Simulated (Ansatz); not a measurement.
The reference is ZnTe in the zinc blende structure (space group F-43m, No. 216; a = 6.1791 Å).

Levels (all Ansatz, a first-principles code, PAW): PBE (420 eV, without spin-orbit coupling); r2SCAN (500 eV, without spin-orbit coupling).

The geometry is relaxed with PBE.

- PBE gap character: direct at Γ
- PBE band gap: 1.08 eV
- PBE pressure: 0.00 GPa

Question: How does going to r2SCAN change the gap character, band gap and pressure?

Answer: The gap character remains direct at Γ; the band gap goes up by 0.555 eV (1.08 eV → 1.63 eV); the pressure goes from zero to -1.48 GPa.

Single points use the geometry relaxed with PBE. Their cutoffs differ, which shifts pressures a little. Spin-orbit coupling, missing from the scalar runs, can matter with Te. No phonon test of stability was made.
